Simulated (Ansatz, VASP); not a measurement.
Two plane-wave programs on SrO

File INCAR:

```
SYSTEM = SrO
PREC = Accurate ; ENCUT = 520
EDIFF = 1E-6 ; ISMEAR = 0
SIGMA = 0.05 ; LREAL = .False.
LASPH = .True. ; NELM = 80
ALGO = Normal ; ISIF = 2
LWAVE = .False. ; LCHARG = .True.
GGA = PS ; LELF = .True.
LVHAR = .True. ; NBANDS = 15
```

The input KPOINTS:

```
regular mesh
0
Gamma
  10 10 10
  0 0 0
```

POSCAR

```
SrO
1.0
    0.0000000000      2.7876677112      2.7876677112
    2.7876677112      0.0000000000      2.7876677112
    2.7876677112      2.7876677112      0.0000000000
Sr O
1 1
Direct
    0.0000000000      0.0000000000      0.0000000000
    0.2500000000      0.2500000000      0.2500000000
```

Input for Ansatz:

```yaml
crystal:
  lattice:
    - [0.0, 2.7876677112, 2.7876677112]
    - [2.7876677112, 0.0, 2.7876677112]
    - [2.7876677112, 2.7876677112, 0.0]
  atoms:
    - { symbol: Sr, position: [0.0, 0.0, 0.0] }
    - { symbol: O, position: [0.25, 0.25, 0.25] }
basis:
  ecutwfc: 420
  ecutrho_ratio: 4
kpoints:
  mp_grid: { grid: [10, 10, 10] }
hamiltonian:
  xc: pbesol
scf:
  occupations: { method: gaussian, width: 0.05 }
output:
  forces: true
  stress: true
  eigenvalues: true
```

Alike in both runs: task single point; functional PBEsol; k mesh 10 × 10 × 10; occupations gaussian, width 0.05 eV; no spin polarisation.

```csv
,VASP,Ansatz
version,VASP 6.6.1,Ansatz 0.2.0
potentials or method,"VASP PAW PBE potentials, release 64 (Sr_sv, O)","scalar-relativistic, plane waves, PAW"
plane-wave cutoff (eV),520,420
valence electrons in the cell,16,16
```

VASP gave:

| Quantity | Value |
| --- | --- |
| gap on the k mesh at the Fermi level (eV) | 2.41 |
| least direct gap on the mesh (eV) | 3.28 |
| pressure (GPa) | -0.8 |

Which values does Ansatz return?

gap on the k mesh at the Fermi level (eV): 2.41; least direct gap on the mesh (eV): 3.27; pressure (GPa): -1.3.

The functional is the same, so the differences come from potentials, cutoffs and numerics.

Caveats: the PAW data sets were made with another functional, which shifts forces and pressure a little (VASP). A k mesh can miss the band edges. PBEsol gaps usually lie below the measured ones, often by a third to a half.
